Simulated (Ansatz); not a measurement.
Ge:

```
Ge
1.0
     5.93000    0.00000    0.00000
     0.00000    5.93000    0.00000
     0.00000    0.00000    6.98000
Ge
12
Direct
  0.37500 0.16670 0.75000
  0.33330 0.87500 0.50000
  0.62500 0.83330 0.25000
  0.66670 0.12500 0.00000
  0.87500 0.33330 0.50000
  0.83330 0.62500 0.75000
  0.12500 0.66670 0.00000
  0.16670 0.37500 0.25000
  0.57500 0.42500 0.25000
  0.92500 0.92500 0.50000
  0.42500 0.57500 0.75000
  0.07500 0.07500 0.00000
```

This isn't the form of Ge at room conditions, which is diamond.

| Item | Value |
| --- | --- |
| Program | Ansatz 0.2.0 |
| Task | relaxation of cell and atoms |
| Functional | PBE |
| Potentials or basis | Ansatz PAW |
| Cutoff | 420 eV (not typed: the program's choice for these potentials) |
| k mesh | 5 × 5 × 4 |
| Occupations | fermi-dirac, width 0.05 eV |
| Spin | no spin polarisation |

At the start: volume 20.45 Å³/atom.

Problem. How do energy, volume and symmetry change on relaxing?

Solution. It ends after 6 steps and the volume is 21.53 Å³/atom (+5.2 %); space group P4_32_12 (No. 96, to 0.05 Å).

The path:
```
step  energy change (eV)  largest force (eV/Å)  volume (Å³)
   1              0.0000                0.8874       245.45
   2             -0.3012                0.1086       258.55
   3             -0.3250                0.0323       258.89
   4             -0.3277                0.0118       258.25
   5             -0.3277                0.0017       258.33
   6             -0.3301                0.0018       258.33
```

Final structure:
```
Ge
1.0
     6.02224    0.00000    0.00000
     0.00000    6.02224    0.00000
     0.00000    0.00000    7.12293
Ge
12
Direct
  0.37027 0.17058 0.74805
  0.32942 0.87027 0.49805
  0.62973 0.82942 0.24805
  0.67058 0.12973 0.99805
  0.87027 0.32942 0.50195
  0.82942 0.62973 0.75195
  0.12973 0.67058 0.00195
  0.17058 0.37027 0.25195
  0.58671 0.41329 0.25000
  0.91329 0.91329 0.50000
  0.41329 0.58671 0.75000
  0.08671 0.08671 0.00000
```

Caveat: the plane-wave basis is chosen anew once the cell has moved, so the energies of steps on either side of that aren't comparable.
